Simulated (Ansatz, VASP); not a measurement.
**One calculation of C, two programs**

```
CELL_PARAMETERS angstrom
0.00000 1.78337 1.78337
1.78337 0.00000 1.78337
1.78337 1.78337 0.00000
ATOMIC_POSITIONS crystal
C 0.75000 0.75000 0.75000
C 0.50000 0.50000 0.50000
```

This isn't the form of C at room conditions, which is graphite.

Alike in both runs: task single point; functional PBE; k mesh 13 × 13 × 13; occupations gaussian, width 0.03 eV; no spin polarisation.

|  | VASP | Ansatz |
| --- | --- | --- |
| version | VASP 6.6.1 | Ansatz 0.2.0 |
| potentials or method | VASP PAW PBE potentials, release 64 (C) | Ansatz PAW |
| plane-wave cutoff (eV) | 520 | 420 |
| valence electrons in the cell | 8 | 8 |

```tsv
	VASP	Ansatz	Ansatz less VASP
gap on the k mesh at the Fermi level (eV)	4.14	4.15	+0.008
least direct gap on the mesh (eV)	5.59	5.59	+0.004
pressure (GPa)	2.5	1.8	-0.68
```

The functional is the same, so the differences come from potentials, cutoffs and numerics.

Caveats: an odd mesh through Γ misses points on the zone boundary, where band edges often lie (VASP); odd divisions of the mesh miss points on the zone boundary, where band edges often lie, so the gap on the mesh can be too wide (Ansatz); the pressure holds a Pulay correction of +1.0 GPa for the finite cutoff (Ansatz). Expect the measured gap to be larger: semilocal functionals such as PBE lack the derivative discontinuity.
